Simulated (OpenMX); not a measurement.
Crystal: Ge.

```xyz
4
Lattice="3.9976 0.0000 0.0000 -1.9988 3.4620 0.0000 0.0000 0.0000 6.5994" Properties=species:S:1:pos:R:3 pbc="T T T"
Ge    0.0000    2.3080    6.1843
Ge    1.9988    1.1540    2.8846
Ge    0.0000    2.3080    3.7148
Ge    1.9988    1.1540    0.4151
```

This isn't the form of Ge at room conditions, which is diamond.

| Property | Result |
| --- | --- |
| Program | OpenMX 3.8.5 |
| Task | single point |
| Functional | PBE |
| Potentials or basis | OpenMX 2013 PBE set, Ge7.0-s3p2d2, grid cutoff 300 Ry |
| k mesh | 9 × 9 × 5 |
| Occupations | fermi-dirac, width 0.05 eV |
| Spin | no spin polarisation |

On this cell: pressure 4.7 GPa; largest force 0.037 eV/Å; band gap on the k mesh 0.08 eV, indirect (least direct gap 0.13 eV).

The same run follows on a disturbed copy (atoms moved at random, drawn with an rms of 0.05 Å):

```
CELL_PARAMETERS angstrom
3.99759 0.00000 0.00000
-1.99879 3.46201 0.00000
0.00000 0.00000 6.59938
ATOMIC_POSITIONS crystal
Ge 0.32803 0.66489 0.93959
Ge 0.67763 0.33919 0.43330
Ge 0.34363 0.67052 0.56725
Ge 0.67313 0.32691 0.06117
```

Question: What does the disturbed cell give?

Answer: The energy moves by +8.2 meV/atom; pressure 4.8 GPa; largest force 0.699 eV/Å; band gap on the k mesh 0.06 eV, indirect (least direct gap 0.07 eV).

Forces on the atoms (eV/Å):
```
Ge   0.662 -0.154 -0.161
Ge   0.043 -0.093  0.391
Ge  -0.055  0.077 -0.378
Ge  -0.651  0.170  0.148
```

Caveats: an odd mesh through Γ misses points on the zone boundary, where band edges often lie; the basis of atomic orbitals isn't converged, which shifts pressures, moduli and gaps.
